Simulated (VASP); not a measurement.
# Pt (Im-3m) in VASP: further runs

Runs on Pt. Level: LDA. Tasks: single point.

Everything below comes from runs of VASP 6.6.1. Logs are shortened: lines on timing, memory, paths and dates and some standing lists are left out, and cuts for length are marked.

**1. The crystal as given**

Symmetry: Im-3m, No. 229, cubic system. Conventional cell: a = 3.168 Å, b = 3.168 Å, c = 3.168 Å, α = 90.00°, β = 90.00°, γ = 90.00°. Pt (site symmetry m-3m) has 8 Pt at 2.74 Å as nearest neighbours.

This isn't the form of Pt at room conditions, which is fcc.

**2. Single point, LDA**

File INCAR:

```
SYSTEM = Pt
PREC = Accurate
ENCUT = 520
EDIFF = 1E-6
ISMEAR = 0
SIGMA = 0.1
LREAL = .FALSE.
LASPH = .TRUE.
NELM = 100
ALGO = Normal
ISIF = 2
LWAVE = .FALSE.
LCHARG = .FALSE.
GGA = CA
NBANDS = 11
```

File KPOINTS:

```
Automatic mesh
0
G
  10 10 10
  0 0 0
```

File POSCAR:

```
Pt
1.0
   -1.5842200000      1.5842200000      1.5842200000
    1.5842200000     -1.5842200000      1.5842200000
    1.5842200000      1.5842200000     -1.5842200000
Pt
1
Direct
    0.0000000000      0.0000000000      0.0000000000
```

Potentials or basis: VASP PAW LDA potentials, release 64 (Pt).

Command:

```
$ cat potpaw_LDA.64/Pt/POTCAR > POTCAR
$ mpirun -np 1 vasp_std > vasp.out
```

OUTCAR:

```text
SYSTEM = Pt
   PREC = Accurate
   ENCUT = 520
   EDIFF = 1E-6
   ISMEAR = 0
   LREAL = .FALSE.
   LASPH = .TRUE.
   NELM = 100
   ISIF = 2
   GGA = CA

 ion  position               nearest neighbor table
   1  0.000  0.000  0.000-

  LATTYP: Found a body centered cubic cell.
 ALAT       =     3.1684400000

  Lattice vectors:

 A1 = (  -1.5842200000,   1.5842200000,   1.5842200000)
 A2 = (   1.5842200000,  -1.5842200000,   1.5842200000)
 A3 = (   1.5842200000,   1.5842200000,  -1.5842200000)

Analysis of symmetry for initial positions (statically):
=====================================================================
 Subroutine PRICEL returns:
 Original cell was already a primitive cell.

 Routine SETGRP: Setting up the symmetry group for a
 body centered cubic supercell.

 Subroutine GETGRP returns: Found 48 space group operations
 (whereof 48 operations were pure point group operations)
 out of a pool of 48 trial point group operations.

The static configuration has the point symmetry O_h .

Analysis of symmetry for dynamics (positions and initial velocities):
=====================================================================
 Subroutine PRICEL returns:
 Original cell was already a primitive cell.

 Routine SETGRP: Setting up the symmetry group for a
 body centered cubic supercell.

 Subroutine GETGRP returns: Found 48 space group operations
 (whereof 48 operations were pure point group operations)
 out of a pool of 48 trial point group operations.

The dynamic configuration has the point symmetry O_h .

 Subroutine INISYM returns: Found 48 space group operations
 (whereof 48 operations are pure point group operations),
 and found     1 'primitive' translations

----------------------------------------------------------------------------------------

                                     Primitive cell

  volume of cell :      15.9040

  direct lattice vectors                    reciprocal lattice vectors
    -1.584220000  1.584220000  1.584220000     0.000000000  0.315612731  0.315612731
     1.584220000 -1.584220000  1.584220000     0.315612731  0.000000000  0.315612731
     1.584220000  1.584220000 -1.584220000     0.315612731  0.315612731  0.000000000

  length of vectors
     2.743949530  2.743949530  2.743949530     0.446343804  0.446343804  0.446343804

  position of ions in fractional coordinates (direct lattice)
     0.000000000  0.000000000  0.000000000

  ion indices of the primitive-cell ions
   primitive index   ion index
                 1           1

----------------------------------------------------------------------------------------

 KPOINTS: Automatic mesh

Automatic generation of k-mesh.
 Grid dimensions read from file:
 generate k-points for:   10   10   10

 Generating k-lattice:

  Cartesian coordinates                     Fractional coordinates (reciprocal lattice)
     0.000000000  0.031561273  0.031561273     0.100000000  0.000000000  0.000000000
     0.031561273  0.000000000  0.031561273     0.000000000  0.100000000  0.000000000
     0.031561273  0.031561273  0.000000000     0.000000000  0.000000000  0.100000000

  Length of vectors
     0.044634380  0.044634380  0.044634380

  Shift w.r.t. Gamma in fractional coordinates (k-lattice)
     0.000000000  0.000000000  0.000000000

 Subroutine IBZKPT returns following result:
 ===========================================

 Found     47 irreducible k-points:

 Following reciprocal coordinates:
            Coordinates               Weight
  0.000000  0.000000  0.000000      1.000000
  0.100000  0.000000  0.000000     12.000000
  0.200000  0.000000  0.000000     12.000000
  0.300000  0.000000  0.000000     12.000000
  0.400000  0.000000  0.000000     12.000000
  0.500000  0.000000  0.000000      6.000000
[... 16 lines left out ...]
  0.300000  0.300000  0.100000      8.000000
 -0.300000  0.300000  0.100000     24.000000
 [... further k-points ...]
   k-points           NKPTS =     47   k-points in BZ     NKDIM =     47   number of bands    NBANDS=     11
   number of dos      NEDOS =    301   number of ions     NIONS =      1
   total plane-waves  NPLWV =   8000
   dimension x,y,z NGX =    20 NGY =   20 NGZ =   20
   dimension x,y,z NGXF=    40 NGYF=   40 NGZF=   40
   ions per type =               1
   NGX,Y,Z   is equivalent  to a cutoff of  12.12, 12.12, 12.12 a.u.
   NGXF,Y,Z  is equivalent  to a cutoff of  24.23, 24.23, 24.23 a.u.
 SYSTEM =  Pt
   PREC   = accura    normal or accurate (medium, high low for compatibility)
   ISTART =      0    job   : 0-new  1-cont  2-samecut
   ICHARG =      2    charge: 1-file 2-atom 10-const
   ISPIN  =      1    spin polarized calculation?
   LNONCOLLINEAR =      F non collinear calculations
   LSORBIT =      F    spin-orbit coupling
   LASPH  =      T    aspherical Exc in radial PAW
   ENCUT  =  520.0 eV  38.22 Ry    6.18 a.u.   5.10  5.10  5.10*2*pi/ulx,y,z
   NELM   =    100;   NELMIN=  2; NELMDL= -5     # of ELM steps
   EDIFF  = 0.1E-05   stopping-criterion for ELM
   LREAL  =      F    real-space projection
   EDIFFG = 0.1E-04   stopping-criterion for IOM
   NSW    =      0    number of steps for IOM
   IBRION =     -1    ionic relax: 0-MD 1-quasi-New 2-CG
   NFREE  =      0    steps in history (QN), initial steepest desc. (CG)
   ISIF   =      2    stress and relaxation
   ISYM   =      2    0-nonsym 1-usesym 2-fastsym
   POTIM  = 0.5000    time-step for ionic-motion
   TEBEG  =    0.0;   TEEND  =   0.0 temperature during run
   PSTRESS=    0.0 pullay stress
   NELECT =      10.0000    total number of electrons
   NUPDOWN=      -1.0000    fix difference up-down
   EMIN   =  10.00;   EMAX   =-10.00  energy-range for DOS
   EFERMI =   0.00;   METHOD = LEGACY
   ISMEAR =     0;   SIGMA  =   0.10  broadening in eV -4-tet -1-fermi 0-gaus
   EFERMI_NEDOS =   21; number of points for ismear=-14 and -15
   IALGO  =     38    algorithm
   IMIX   =      4    mixing-type and parameters
     AMIX     =   0.40;   BMIX     =  1.00
     AMIX_MAG =   1.60;   BMIX_MAG =  1.00
  volume/ion in A,a.u.               =      15.90       107.33
  Fermi-wavevector in a.u.,A,eV,Ry     =   1.402510  2.650360 26.763132  1.967035
  Thomas-Fermi vector in A             =   2.525265
   LORBIT       =      0    0 simple, 1 ext, 2 COOP (PROOUT), +10 PAW based schemes
   GGA     = CA    functional components
   LHFCALC =     F    Hartree Fock is set to
   AEXX    =    0.0000 exact exchange contribution
   IVDW    =     0    specifies the selected vdW correction
   LEPSILON=     F    determine dielectric tensor
   LRPA    =     F    only Hartree local field effects (RPA)
 non-spin polarized calculation
 Gauss-broadening in eV      SIGMA  =   0.10
  energy-cutoff  :      520.00
  volume of cell :       15.90
 maximum number of plane-waves:       445
   NGX = 11   NGY = 11   NGZ = 11

 number of electron      10.0000000 magnetization

 Free energy of the ion-electron system (eV)
  ---------------------------------------------------
  ext. energy  EPLUGINS =         0.00000000
  ---------------------------------------------------
  free energy    TOTEN  =        -7.34721117 eV

  energy without entropy =       -7.34293344  energy(sigma->0) =       -7.34507231

 E-fermi :  10.0800     XC(G=0): -13.3753

 val. band max:       10.0587061004   @ k =  -0.3000   0.3000   0.2000
 cond. band min:      10.1340243028   @ k =  -0.4000   0.4000   0.2000
 fundamental gap:      0.0753182024
 Fermi energy:        10.0799949297

 k-point     1 :       0.0000    0.0000    0.0000
  band No.  band energies     occupation
      1       0.4795      2.00000
      2       6.4639      2.00000
      3       6.4639      2.00000
      4       6.4639      2.00000
      5       8.9843      2.00000
      6       8.9843      2.00000
      7      27.0054      0.00000
      8      27.0054      0.00000
      9      27.0054      0.00000
     10      37.0247      0.00000
     11      37.0284      0.00000

 k-point     2 :       0.1000    0.0000    0.0000
  band No.  band energies     occupation
      1       0.8793      2.00000
      2       6.3104      2.00000
      3       6.4610      2.00000
      4       6.7852      2.00000
      5       8.7986      2.00000
      6       8.9957      2.00000
      7      27.1512      0.00000
      8      27.2481      0.00000
      9      27.5939      0.00000
     10      33.7207      0.00000
     11      34.0643      0.00000

 k-point     3 :       0.2000    0.0000    0.0000
  band No.  band energies     occupation
      1       1.9483      2.00000
      2       5.9305      2.00000
      3       6.4368      2.00000
      4       7.6987      2.00000
      5       8.5547      2.00000
      6       9.0432      2.00000
      7      26.1104      0.00000
      8      26.7031      0.00000
      9      29.2290      0.00000
     10      32.1190      0.00000
     11      32.5215      0.00000

 k-point     4 :       0.3000    0.0000    0.0000
  band No.  band energies     occupation
      1       3.0779      2.00000
      2       5.4982      2.00000
      3       6.8513      2.00000
      4       8.6226      2.00000
      5       9.0265      2.00000
      6       9.1392      2.00000
      7      22.3149      0.00000
      8      25.0919      0.00000
      9      29.5988      0.00000
     10      31.5422      0.00000
     11      32.8986      0.00000
[... 239 lines left out ...]
 k-point    22 :      -0.2000    0.2000    0.1000
  band No.  band energies     occupation
      1       2.3230      2.00000
      2       6.2239      2.00000
      3       6.5073      2.00000
      4       7.6104      2.00000
      5       7.9159      2.00000
      6       9.3667      2.00000
      7      26.2111      0.00000
      8      26.9084      0.00000
      9      29.1935      0.00000
     10      30.3283      0.00000
     11      33.1569      0.00000

 k-point    23 :       0.3000    0.3000    0.1000
  band No.  band energies     occupation
      1       4.7778      2.00000
      2       6.0787      2.00000
      3       6.0787      2.00000
      4       9.2775      2.00000
      5       9.2775      2.00000
      6      14.9950      0.00000
      7      17.9484      0.00000
      8      17.9484      0.00000
      9      23.2780      0.00000
     10      34.2799      0.00000
     11      34.2799      0.00000

 k-point    24 :      -0.3000    0.3000    0.1000
  band No.  band energies     occupation
      1       3.4415      2.00000
      2       5.8197      2.00000
      3       6.5904      2.00000
      4       8.1361      2.00000
      5       8.9443      2.00000
      6       9.5356      2.00000
      7      22.4187      0.00000
      8      25.5866      0.00000
      9      28.3159      0.00000
     10      31.7790      0.00000
     11      32.9701      0.00000

 [... further k-points ...]

------------------------ aborting loop because EDIFF is reached ----------------------------------------

  FORCE on cell =-STRESS in cart. coord.  units (eV):
  Direction    XX          YY          ZZ          XY          YZ          ZX
  --------------------------------------------------------------------------------------
  -------------------------------------------------------------------------------------
  Total       -1.5201740     -1.5201740     -1.5201740      0.0000000      0.0000000      0.0000000
  in kB     -153.1430946   -153.1430946   -153.1430946      0.0000000      0.0000000      0.0000000
  external PRESSURE =    -153.1430946 kB  Pullay stress =       0.0000000 kB

 VOLUME and BASIS-vectors are now :
 -----------------------------------------------------------------------------
  energy-cutoff  :      520.00
  volume of cell :       15.90
      direct lattice vectors                 reciprocal lattice vectors
    -1.584220000  1.584220000  1.584220000     0.000000000  0.315612731  0.315612731
     1.584220000 -1.584220000  1.584220000     0.315612731  0.000000000  0.315612731
     1.584220000  1.584220000 -1.584220000     0.315612731  0.315612731  0.000000000

 POSITION                                       TOTAL-FORCE (eV/Angst)
 -----------------------------------------------------------------------------------
      0.00000      0.00000      0.00000        -0.000000      0.000000     -0.000000
 -----------------------------------------------------------------------------------
    total drift:                                0.000000     -0.000000      0.000000

  FREE ENERGIE OF THE ION-ELECTRON SYSTEM (eV)
  ---------------------------------------------------
  free  energy   TOTEN  =        -7.3472111692 eV

  energy  without entropy=       -7.3429334410  energy(sigma->0) =       -7.34507231
```

It took 2.9 s on 1 thread of Intel Xeon 6975P-C (Granite Rapids), shared host; peak memory 0.12 GiB.

Results:

```yaml
Free_energy: -7.3472 eV
Pressure: -15.3 GPa
Band_gap_on_the_k_mesh: none (metal or under the smearing width)
```

Caveat: so large a pressure means that the cell lies far from this level's equilibrium, or that cutoff or potentials fall short.

**3. Single point, LDA**

This run uses another cell than the first one: it holds 5 atoms, not 1.

File INCAR:

```
PREC = Accurate
ENCUT = 520
EDIFF = 1E-6
ISMEAR = 0
SIGMA = 0.1
LREAL = F
LASPH = T
NELM = 100
ALGO = Normal
ISIF = 2
LWAVE = F
LCHARG = F
LDIPOL = T
IDIPOL = 3
DIPOL = 0.5 0.5 0.500
GGA = CA
NBANDS = 33
```

File KPOINTS:

```
Automatic mesh
0
Gamma
  7 7 1
```

File POSCAR:

```
Pt
1.0
    2.7439495304      0.0000000000      0.0000000000
   -0.9146498435      2.5870204269      0.0000000000
    0.0000000000      0.0000000000     24.9617016391
Pt
5
Direct
    0.0000000000      0.0000000000      0.3204909712
    0.5000000000      0.5000000000      0.4102454856
    0.0000000000      1.0000000000      0.5000000000
    0.5000000000      0.5000000000      0.5897545144
    0.0000000000      1.0000000000      0.6795090288
```

Potentials or basis: VASP PAW LDA potentials, release 64 (Pt).

Command:

```
$ cat potpaw_LDA.64/Pt/POTCAR > POTCAR
$ mpirun -np 1 vasp_std > vasp.out
```

Wall time 63 s (1 thread of Intel Xeon 6975P-C (Granite Rapids), shared host); peak memory 0.24 GiB.

The run converged. Its results:

| Property | Result |
| --- | --- |
| Free energy | -34.8872 eV |
| Largest force | 0.702 eV/Å |
| Band gap on the k mesh | none (metal or under the smearing width) |

Forces in eV/Å, atoms in the order of the input:
```
Pt   0.000  0.000  0.702
Pt   0.000  0.000  0.184
Pt   0.000  0.000  0.000
Pt   0.000  0.000 -0.184
Pt   0.000  0.000 -0.702
```

Levels at points of the mesh, in eV from the Fermi level:
| k point | band 22 | band 23 | band 24 | band 25 | band 26 | band 27 | band 28 | band 29 |
| --- | --- | --- | --- | --- | --- | --- | --- | --- |
| (0.00, 0.00, 0.00) | -1.02 | -1.00 | -0.93 | -0.84 | -0.40 | -0.40 | -0.04 | 0.13 |

Spin-orbit coupling is left out, which matters for the levels of Pt.
